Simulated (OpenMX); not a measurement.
Runs of OpenMX 3.8.5 on SnO. It takes space group Pm-3m (No. 221, cubic). The conventional cell has a = 3.132 Å, b = 3.132 Å, c = 3.132 Å, α = 90.00°, β = 90.00°, γ = 90.00°. Sn (site symmetry m-3m) is surrounded by 8 O at 2.71 Å. O (site symmetry m-3m) has 8 Sn at 2.71 Å as nearest neighbours. The cell was built by a generator and needn't be a form met in nature.

```csv
level,gap on the mesh (eV),pressure (GPa)
PBE+D3,none,-4.0
PBE+D4,none,-5.0
PBE,none,(a)
PBE+D3(BJ),none,-5.4
```

Alike in all rows: task single point; potentials or basis OpenMX 2013 PBE set, Sn7.0-s3p2d2, O6.0-s2p2d1, grid cutoff 500 Ry; no spin polarisation; cell as given; k mesh 7 × 7 × 7; smearing fermi-dirac 0.05 eV.

Q: Fill in the values left out.

A: (a) -2.8.

Caveats: the basis of atomic orbitals isn't converged, which shifts pressures, moduli and gaps; pairwise dispersion overbinds metals, which lowers pressure and volume (some runs).

A k mesh can miss the band edges, and the runs leave out spin-orbit coupling on Sn.

A gap of «none» marks a metal or a gap under the smearing width.

Not every run made on this cell is shown here.
